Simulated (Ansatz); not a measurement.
# YZr7O16: the cost of one run

Program: Ansatz 0.2.0. Level of theory: DFT PBE, scalar-relativistic, plane waves, PAW. These are calculated values, not measurements.

4 further runs of the same task are left out: 4 set aside as unsound or not needed.

### Step 1. The structure to begin with

The cell holds 24 atoms (O16YZr7): a = 6.817 Å, b = 7.376 Å, c = 7.376 Å, α = 90.58°, β = 116.25°, γ = 116.25°.

As a file:

```
CELL_PARAMETERS angstrom
-4.29744 0.00000 -5.29176
5.18957 5.24208 -0.01199
5.18957 -5.24208 -0.01199
ATOMIC_POSITIONS crystal
Y 0.21003 0.44524 0.48903
Zr 0.21003 0.94524 0.98903
Zr 0.71003 0.48903 0.94524
Zr 0.71003 0.98903 0.44524
Zr 0.28997 0.01097 0.55476
Zr 0.28997 0.51097 0.05476
Zr 0.78997 0.05476 0.01097
Zr 0.78997 0.55476 0.51097
O 0.15000 0.69432 0.52067
O 0.15000 0.19432 0.02067
O 0.65000 0.02067 0.69432
O 0.65000 0.52067 0.19432
O 0.97553 0.39065 0.13390
O 0.97553 0.89065 0.63390
O 0.52447 0.36610 0.60935
O 0.52447 0.86610 0.10935
O 0.47553 0.13390 0.89065
O 0.47553 0.63390 0.39065
O 0.02447 0.10935 0.36610
O 0.02447 0.60935 0.86610
O 0.35000 0.47933 0.80568
O 0.35000 0.97933 0.30568
O 0.85000 0.80568 0.97933
O 0.85000 0.30568 0.47933
```

The host was relaxed before at PBE: a = 5.190 Å, b = 5.242 Å, c = 5.378 Å, α = 90.00°, β = 99.68°, γ = 90.00° (conventional cell), 12.019 Å³/atom.

Places, in fractions of the supercell: Y in place of Zr at (0.210, 0.445, 0.489). The start keeps the symmetry of the ideal site.

Earlier runs gave the host's free energy in this supercell, -42592.271 eV, its gap, 3.65 eV, and ε0 = 22.00.

### Step 2. Charge 0, atoms relaxed

input.yaml

```yaml
crystal:
  lattice:
    - [-4.2974407752, 0.0, -5.2917550981]
    - [5.189566491, 5.2420801573, -0.0119863926]
    - [5.189566491, -5.2420801573, -0.0119863926]
  atoms:
    - { symbol: "Y", position: [0.2100338411, 0.4452362342, 0.4890297921], spin: 0.125 }
    - { symbol: Zr, position: [0.2100338411, 0.9452362342, 0.9890297921] }
    - { symbol: Zr, position: [0.7100338411, 0.4890297921, 0.9452362342] }
    - { symbol: Zr, position: [0.7100338411, 0.9890297921, 0.4452362342] }
    - { symbol: Zr, position: [0.2899661589, 0.0109702079, 0.5547637658] }
    - { symbol: Zr, position: [0.2899661589, 0.5109702079, 0.0547637658] }
    - { symbol: Zr, position: [0.7899661589, 0.0547637658, 0.0109702079] }
    - { symbol: Zr, position: [0.7899661589, 0.5547637658, 0.5109702079] }
    - { symbol: O, position: [0.1499981709, 0.6943158901, 0.5206663143], spin: 0.125 }
    - { symbol: O, position: [0.1499981709, 0.1943158901, 0.0206663143] }
    - { symbol: O, position: [0.6499981709, 0.0206663143, 0.6943158901] }
    - { symbol: O, position: [0.6499981709, 0.5206663143, 0.1943158901] }
    - { symbol: O, position: [0.9755306549, 0.3906502651, 0.1338962517], spin: 0.125 }
    - { symbol: O, position: [0.9755306549, 0.8906502651, 0.6338962517] }
    - { symbol: O, position: [0.5244693451, 0.3661037483, 0.6093497349], spin: 0.125 }
    - { symbol: O, position: [0.5244693451, 0.8661037483, 0.1093497349] }
    - { symbol: O, position: [0.4755306549, 0.1338962517, 0.8906502651] }
    - { symbol: O, position: [0.4755306549, 0.6338962517, 0.3906502651], spin: 0.125 }
    - { symbol: O, position: [0.0244693451, 0.1093497349, 0.3661037483], spin: 0.125 }
    - { symbol: O, position: [0.0244693451, 0.6093497349, 0.8661037483] }
    - { symbol: O, position: [0.3500018291, 0.4793336857, 0.8056841099], spin: 0.125 }
    - { symbol: O, position: [0.3500018291, 0.9793336857, 0.3056841099] }
    - { symbol: O, position: [0.8500018291, 0.8056841099, 0.9793336857] }
    - { symbol: O, position: [0.8500018291, 0.3056841099, 0.4793336857], spin: 0.125 }
  host:
    lattice:
      - [5.189566491, 0.0, -0.0119863926]
      - [0.0, 5.2420801573, 0.0]
      - [-0.8921257158, 0.0, 5.3037414908]
    atoms:
      - { symbol: Zr, position: [0.7242321852, 0.9562064421, 0.7899661589] }
      - { symbol: Zr, position: [0.7242321852, 0.5437935579, 0.2899661589] }
      - { symbol: Zr, position: [0.2757678148, 0.4562064421, 0.7100338411] }
      - { symbol: Zr, position: [0.2757678148, 0.0437935579, 0.2100338411] }
      - { symbol: O, position: [0.0649840334, 0.1736495758, 0.8500018291] }
      - { symbol: O, position: [0.0649840334, 0.3263504242, 0.3500018291] }
      - { symbol: O, position: [0.5490158619, 0.2567540134, 0.0244693451] }
      - { symbol: O, position: [0.4509841381, 0.7567540134, 0.4755306549] }
      - { symbol: O, position: [0.5490158619, 0.2432459866, 0.5244693451] }
      - { symbol: O, position: [0.4509841381, 0.7432459866, 0.9755306549] }
      - { symbol: O, position: [0.9350159666, 0.6736495758, 0.6499981709] }
      - { symbol: O, position: [0.9350159666, 0.8263504242, 0.1499981709] }
basis:
  ecutwfc: 420
  xc_grid: 2
kpoints:
  mp_grid: { grid: [2, 2, 2], shift: [0.5, 0.5, 0.5] }
hamiltonian:
  xc: pbe
scf:
  occupations: { method: gaussian, width: 0.02 }
  lower_state_search: "off"
output:
  forces: true
  stress: false
  eigenvalues: true
  populations: true
  charged_corrections:
    defect_position: [0.21003384, 0.44523623, 0.48902979]
    epsilon: [[24.6542, 0.0, 1.482], [0.0, 22.8671, 0.0], [1.482, 0.0, 18.4936]]
  write_density: true
  write_potential: true
  elf: true
  volumetric_format: npy
magnetization:
  spin_polarized: true
relax:
  adjacent_minimum: "off"
  f_tol: 0.03
  max_steps: 40
```

Command:

```
$ ansatz run input.yaml --threads 8 --pin off --max-ram 16384MiB --backend cpu --events-out ev --progress --plain --runs-dir out
```

Q: Estimate wall time and peak memory on 8 threads of Arm Neoverse V1, shared host.

About 1.7 min, with a peak of 1.5 GiB.
